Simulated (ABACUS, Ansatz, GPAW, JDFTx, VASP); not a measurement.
**Fitting the PBE energy curve of CoGa**

It takes space group Pm-3m (No. 221, cubic). Conventional cell: a = 2.878 Å, b = 2.878 Å, c = 2.878 Å, α = 90.00°, β = 90.00°, γ = 90.00°. Ga (site symmetry m-3m) is surrounded by 8 Co at 2.49 Å. Around Co (site symmetry m-3m) lie 8 Ga at 2.49 Å.

The cell was scaled at fixed shape and fractions and run with VASP, PBE PAW files Co, Ga_d, 520 eV; PBE, k mesh 9 × 9 × 9 on the cell of 2 atoms, fermi-dirac occupations of 0.05 eV, collinear spin, ferromagnetic start, no spin-orbit coupling. Energies are those that the program minimises, any entropy of the smearing included. For a metal such a mesh isn't converged to the digits shown. The magnetic state is the one that the start led to, which needn't be the lowest.

| V (Å³/atom) | energy over the lowest row (meV/atom) |
| --- | --- |
| 11.2039 | 31.26 |
| 11.4423 | 14.32 |
| 11.6807 | ? |
| 11.9191 | 0.00 |
| 12.1575 | 1.24 |
| 12.3958 | 7.28 |
| 12.6342 | 17.58 |

Fit the third-order Birch-Murnaghan form, give V0, B0 and B′, and predict the energy left open.

With y = (V0/V)^(2/3), E = E0 + (9 V0 B0/16) [(y - 1)³ B′ + (y - 1)² (6 - 4y)]. Least squares through the rows shown give V0 = 11.9798 Å³/atom, E0 = -0.17 meV, B0 = 176.2 GPa (1 eV/Å³ = 160.218 GPa) and B′ = 4.77, with a largest miss of 0.01 meV. At V = 11.6807 the form with these constants gives 4.14 meV; the run gave 4.14 meV an atom. Other set-ups at this level, from all their volumes (Å³/atom, GPa): ABACUS, PseudoDojo NC SR 0.4.1 PBE standard, plane waves: V0 11.986, B0 175.1; GPAW, GPAW PAW data sets (gpaw-data 1.2.1): V0 12.089, B0 180.8; JDFTx, PseudoDojo-SR-PBE-0.5-standard: V0 11.986, B0 175.1; Ansatz, all-electron LAPW, scalar-relativistic: V0 11.967, B0 176.1.
